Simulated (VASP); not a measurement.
# Si (Fd-3m) in VASP: notebook

The runs below take Si through single point, with PBEsol.

Everything below comes from runs of VASP 6.6.1. Logs are shortened: lines on timing, memory, paths and dates and some standing lists are left out, and cuts for length are marked.

## Step 1: Starting point

It takes space group Fd-3m (No. 227, cubic). The conventional cell has a = 5.433 Å, b = 5.433 Å, c = 5.433 Å, α = 90.00°, β = 90.00°, γ = 90.00°. Around Si (site symmetry -43m) lie 4 Si at 2.35 Å.

## Step 2: Single point, PBEsol

Contents of INCAR:

```
SYSTEM = Si
  PREC = Accurate
  ENCUT = 520
  EDIFF = 1E-7
  ISMEAR = -1
  SIGMA = 0.05
  LREAL = .False.
  LASPH = .True.
  NELM = 100
  ALGO = Normal
  ISIF = 2
  LWAVE = .False.
  LCHARG = .True.
  GGA = PS
  LELF = .True.
  LVHAR = .True.
  NBANDS = 11
```

Contents of KPOINTS:

```
Automatic mesh
0
Gamma
  11 11 11
  0 0 0
```

Contents of POSCAR:

```
Si
1.0
    0.0000000000      2.7164722440      2.7164722440
    2.7164722440      0.0000000000      2.7164722440
    2.7164722440      2.7164722440      0.0000000000
Si
2
Direct
    0.5000000000      0.5000000000      0.5000000000
    0.7500000000      0.7500000000      0.7500000000
```

Potentials or basis: VASP PAW PBE potentials, release 64 (Si).

Run with:

```bash
cat potpaw_PBE.64/Si/POTCAR > POTCAR
mpirun -np 1 vasp_std > vasp.out
```

OUTCAR:

```text
SYSTEM = Si
   PREC = Accurate
   ENCUT = 520
   EDIFF = 1E-7
   ISMEAR = -1
   LREAL = .False.
   LASPH = .True.
   NELM = 100
   ISIF = 2
   GGA = PS

 ion  position               nearest neighbor table
   1  0.500  0.500  0.500-   2 2.35   2 2.35   2 2.35   2 2.35
   2  0.750  0.750  0.750-   1 2.35   1 2.35   1 2.35   1 2.35

  LATTYP: Found a face centered cubic cell.
 ALAT       =     5.4329444880

  Lattice vectors:

 A1 = (   0.0000000000,   2.7164722440,   2.7164722440)
 A2 = (   2.7164722440,   0.0000000000,   2.7164722440)
 A3 = (   2.7164722440,   2.7164722440,   0.0000000000)

Analysis of symmetry for initial positions (statically):
=====================================================================
 Subroutine PRICEL returns:
 Original cell was already a primitive cell.

 Routine SETGRP: Setting up the symmetry group for a
 face centered cubic supercell.

 Subroutine GETGRP returns: Found 48 space group operations
 (whereof 24 operations were pure point group operations)
 out of a pool of 48 trial point group operations.

The static configuration has the point symmetry T_d .
 The point group associated with its full space group is O_h .

Analysis of symmetry for dynamics (positions and initial velocities):
=====================================================================
 Subroutine PRICEL returns:
 Original cell was already a primitive cell.

 Routine SETGRP: Setting up the symmetry group for a
 face centered cubic supercell.

 Subroutine GETGRP returns: Found 48 space group operations
 (whereof 24 operations were pure point group operations)
 out of a pool of 48 trial point group operations.

The dynamic configuration has the point symmetry T_d .
 The point group associated with its full space group is O_h .

 Subroutine INISYM returns: Found 48 space group operations
 (whereof 24 operations are pure point group operations),
 and found     1 'primitive' translations

----------------------------------------------------------------------------------------

                                     Primitive cell

  volume of cell :      40.0909

  direct lattice vectors                    reciprocal lattice vectors
     0.000000000  2.716472244  2.716472244    -0.184062252  0.184062252  0.184062252
     2.716472244  0.000000000  2.716472244     0.184062252 -0.184062252  0.184062252
     2.716472244  2.716472244  0.000000000     0.184062252  0.184062252 -0.184062252

  length of vectors
     3.841671889  3.841671889  3.841671889     0.318805173  0.318805173  0.318805173

  position of ions in fractional coordinates (direct lattice)
     0.500000000  0.500000000  0.500000000
     0.750000000  0.750000000  0.750000000

  ion indices of the primitive-cell ions
   primitive index   ion index
                 1           1
                 2           2

----------------------------------------------------------------------------------------

 KPOINTS: Automatic mesh

Automatic generation of k-mesh.
 Grid dimensions read from file:
 generate k-points for:   11   11   11

 Generating k-lattice:

  Cartesian coordinates                     Fractional coordinates (reciprocal lattice)
    -0.016732932  0.016732932  0.016732932     0.090909091  0.000000000  0.000000000
     0.016732932 -0.016732932  0.016732932     0.000000000  0.090909091  0.000000000
     0.016732932  0.016732932 -0.016732932     0.000000000  0.000000000  0.090909091

  Length of vectors
     0.028982288  0.028982288  0.028982288

  Shift w.r.t. Gamma in fractional coordinates (k-lattice)
     0.000000000  0.000000000  0.000000000

 Subroutine IBZKPT returns following result:
 ===========================================

 Found     56 irreducible k-points:

 Following reciprocal coordinates:
            Coordinates               Weight
  0.000000  0.000000  0.000000      1.000000
  0.090909  0.000000  0.000000      8.000000
  0.181818  0.000000  0.000000      8.000000
  0.272727  0.000000  0.000000      8.000000
  0.363636  0.000000  0.000000      8.000000
  0.454545  0.000000  0.000000      8.000000
[... 16 lines left out ...]
 -0.272727  0.181818  0.000000     24.000000
 -0.181818  0.181818  0.000000     12.000000
 [... further k-points ...]
   k-points           NKPTS =     56   k-points in BZ     NKDIM =     56   number of bands    NBANDS=     11
   number of dos      NEDOS =    301   number of ions     NIONS =      2
   total plane-waves  NPLWV =  27000
   dimension x,y,z NGX =    30 NGY =   30 NGZ =   30
   dimension x,y,z NGXF=    60 NGYF=   60 NGZF=   60
   ions per type =               2
   NGX,Y,Z   is equivalent  to a cutoff of  12.98, 12.98, 12.98 a.u.
   NGXF,Y,Z  is equivalent  to a cutoff of  25.96, 25.96, 25.96 a.u.
 SYSTEM =  Si
   PREC   = accura    normal or accurate (medium, high low for compatibility)
   ISTART =      0    job   : 0-new  1-cont  2-samecut
   ICHARG =      2    charge: 1-file 2-atom 10-const
   ISPIN  =      1    spin polarized calculation?
   LNONCOLLINEAR =      F non collinear calculations
   LSORBIT =      F    spin-orbit coupling
   LASPH  =      T    aspherical Exc in radial PAW
   ENCUT  =  520.0 eV  38.22 Ry    6.18 a.u.   7.14  7.14  7.14*2*pi/ulx,y,z
   NELM   =    100;   NELMIN=  2; NELMDL= -5     # of ELM steps
   EDIFF  = 0.1E-06   stopping-criterion for ELM
   LREAL  =      F    real-space projection
   EDIFFG = 0.1E-05   stopping-criterion for IOM
   NSW    =      0    number of steps for IOM
   IBRION =     -1    ionic relax: 0-MD 1-quasi-New 2-CG
   NFREE  =      0    steps in history (QN), initial steepest desc. (CG)
   ISIF   =      2    stress and relaxation
   ISYM   =      2    0-nonsym 1-usesym 2-fastsym
   POTIM  = 0.5000    time-step for ionic-motion
   TEBEG  =    0.0;   TEEND  =   0.0 temperature during run
   PSTRESS=    0.0 pullay stress
   NELECT =       8.0000    total number of electrons
   NUPDOWN=      -1.0000    fix difference up-down
   EMIN   =  10.00;   EMAX   =-10.00  energy-range for DOS
   EFERMI =   0.00;   METHOD = LEGACY
   ISMEAR =    -1;   SIGMA  =   0.05  broadening in eV -4-tet -1-fermi 0-gaus
   EFERMI_NEDOS =   21; number of points for ismear=-14 and -15
   IALGO  =     38    algorithm
   IMIX   =      4    mixing-type and parameters
     AMIX     =   0.40;   BMIX     =  1.00
     AMIX_MAG =   1.60;   BMIX_MAG =  1.00
  volume/ion in A,a.u.               =      20.05       135.27
  Fermi-wavevector in a.u.,A,eV,Ry     =   0.956657  1.807819 12.451950  0.915192
  Thomas-Fermi vector in A             =   2.085605
   LORBIT       =      0    0 simple, 1 ext, 2 COOP (PROOUT), +10 PAW based schemes
   GGA     = PS    functional components
   LHFCALC =     F    Hartree Fock is set to
   AEXX    =    0.0000 exact exchange contribution
   IVDW    =     0    specifies the selected vdW correction
   LEPSILON=     F    determine dielectric tensor
   LRPA    =     F    only Hartree local field effects (RPA)
 non-spin polarized calculation
  energy-cutoff  :      520.00
  volume of cell :       40.09
 maximum number of plane-waves:      1092
 NGX is ok and might be reduce to    30
   NGX = 15   NGY = 15   NGZ = 15

 number of electron       8.0000000 magnetization

 Free energy of the ion-electron system (eV)
  ---------------------------------------------------
  ext. energy  EPLUGINS =         0.00000000
  ---------------------------------------------------
  free energy    TOTEN  =       -11.49303656 eV

  energy without entropy =      -11.49298810  energy(sigma->0) =      -11.49301233

 E-fermi :   5.9995     XC(G=0):  -9.5489

 val. band max:        5.7774058367   @ k =   0.0000   0.0000   0.0000
 cond. band min:       6.2576580045   @ k =   0.4545   0.4545   0.0000
 fundamental gap:      0.4802521678
 Fermi energy:         5.9995198249

 k-point     1 :       0.0000    0.0000    0.0000
  band No.  band energies     occupation
      1      -6.2044      2.00000
      2       5.7774      1.97674
      3       5.7774      1.97674
      4       5.7774      1.97674
      5       8.2943      0.00000
      6       8.2943      0.00000
      7       8.2943      0.00000
      8       9.0875      0.00000
      9      13.4652      0.00000
     10      13.4652      0.00000
     11      13.4831      0.00000

 k-point     2 :       0.0909    0.0000    0.0000
  band No.  band energies     occupation
      1      -6.0958      2.00000
      2       4.7803      2.00000
      3       5.6073      1.99922
      4       5.6073      1.99922
      5       8.3170      0.00000
      6       8.5437      0.00000
      7       8.5437      0.00000
      8       9.8702      0.00000
      9      13.1411      0.00000
     10      13.1411      0.00000
     11      13.9474      0.00000

 k-point     3 :       0.1818    0.0000    0.0000
  band No.  band energies     occupation
      1      -5.7742      2.00000
      2       3.0921      2.00000
      3       5.2635      2.00000
      4       5.2635      2.00000
      5       8.0028      0.00000
      6       9.0184      0.00000
      7       9.0184      0.00000
      8      11.4416      0.00000
      9      12.7721      0.00000
     10      12.7721      0.00000
     11      14.7003      0.00000
[... 267 lines left out ...]
 k-point    23 :      -0.2727    0.1818    0.0000
  band No.  band energies     occupation
      1      -4.4565      2.00000
      2       0.4945      2.00000
      3       2.5707      2.00000
      4       4.6699      2.00000
      5       8.3563      0.00000
      6       9.9590      0.00000
      7      10.0623      0.00000
      8      12.0553      0.00000
      9      12.2350      0.00000
     10      15.7759      0.00000
     11      17.5897      0.00000

 k-point    24 :      -0.1818    0.1818    0.0000
  band No.  band energies     occupation
      1      -5.0771      2.00000
      2       1.6961      2.00000
      3       3.0537      2.00000
      4       5.0893      2.00000
      5       8.7099      0.00000
      6       9.4769      0.00000
      7       9.7579      0.00000
      8      11.3708      0.00000
      9      11.7872      0.00000
     10      15.7336      0.00000
     11      16.2554      0.00000

 [... further k-points ...]

------------------------ aborting loop because EDIFF is reached ----------------------------------------

  FORCE on cell =-STRESS in cart. coord.  units (eV):
  Direction    XX          YY          ZZ          XY          YZ          ZX
  --------------------------------------------------------------------------------------
  -------------------------------------------------------------------------------------
  Total        0.0353247      0.0353247      0.0353247      0.0000000      0.0000000      0.0000000
  in kB        1.4117016      1.4117016      1.4117016      0.0000000      0.0000000      0.0000000
  external PRESSURE =       1.4117016 kB  Pullay stress =       0.0000000 kB

 VOLUME and BASIS-vectors are now :
 -----------------------------------------------------------------------------
  energy-cutoff  :      520.00
  volume of cell :       40.09
      direct lattice vectors                 reciprocal lattice vectors
     0.000000000  2.716472244  2.716472244    -0.184062252  0.184062252  0.184062252
     2.716472244  0.000000000  2.716472244     0.184062252 -0.184062252  0.184062252
     2.716472244  2.716472244  0.000000000     0.184062252  0.184062252 -0.184062252

 POSITION                                       TOTAL-FORCE (eV/Angst)
 -----------------------------------------------------------------------------------
      2.71647      2.71647      2.71647         0.000000      0.000000      0.000000
      4.07471      4.07471      4.07471        -0.000000     -0.000000     -0.000000
 -----------------------------------------------------------------------------------
    total drift:                                0.000000     -0.000000     -0.000000

  FREE ENERGIE OF THE ION-ELECTRON SYSTEM (eV)
  ---------------------------------------------------
  free  energy   TOTEN  =       -11.4930365568 eV

  energy  without entropy=      -11.4929881043  energy(sigma->0) =      -11.49301233
```

Run time: 18 s. Hardware: 1 thread of Intel Xeon Platinum 8488C (Sapphire Rapids), shared host; peak memory 0.16 GiB.

Results:

```yaml
Free_energy: -11.4930 eV
Pressure: 0.1 GPa
Band_gap_on_the_k_mesh: 0.48 eV, indirect (least direct gap 2.52 eV)
```

Levels at points of the mesh, in eV from the valence-band top:
```csv
k point,band 1,band 2,band 3,band 4,band 5,band 6,band 7,band 8
"(0.00, 0.00, 0.00)",-11.98,0.00,0.00,0.00,2.52,2.52,2.52,3.31
```

Caveat: the PAW data sets were made with another functional, which shifts forces and pressure a little; an odd mesh through Γ misses points on the zone boundary, where band edges often lie. As with any semilocal functional, this PBEsol gap is likely too small.

## Step 3: Single point, PBEsol

Contents of INCAR:

```
ALGO = Fast
EDIFF = 1E-6
ENCUT = 520
GGA = PS
ISIF = 2
ISMEAR = -1
LASPH = True
LCHARG = False
LREAL = False
LWAVE = False
NBANDS = 11
NELM = 100
PREC = Accurate
SIGMA = 0.05
```

Contents of KPOINTS:

```
k-points
0
Gamma
  11 11 11
```

POSCAR is that of step 2.

Potentials or basis: VASP PAW PBE potentials, release 64 (Si).

Run with:

```bash
cat potpaw_PBE.64/Si/POTCAR > POTCAR
mpirun -np 1 vasp_std > vasp.out
```

Run time: 18 s. Hardware: 1 thread of Intel Xeon Platinum 8488C (Sapphire Rapids), shared host; peak memory 0.16 GiB.

The run converged. Its results:

* Free energy: -11.4930 eV
* Pressure: 0.1 GPa
* Band gap on the k mesh: 0.48 eV, indirect (least direct gap 2.52 eV)

Levels at points of the mesh, in eV from the valence-band top:
| k point | band 2 | band 3 | band 4 | band 5 | band 6 | band 7 |
| --- | --- | --- | --- | --- | --- | --- |
| (0.00, 0.00, 0.00) | 0.00 | 0.00 | 0.00 | 2.52 | 2.52 | 2.52 |

Caveat: the PAW data sets were made with another functional, which shifts forces and pressure a little; an odd mesh through Γ misses points on the zone boundary, where band edges often lie. PBEsol gaps usually lie below the measured ones, often by a third to a half.
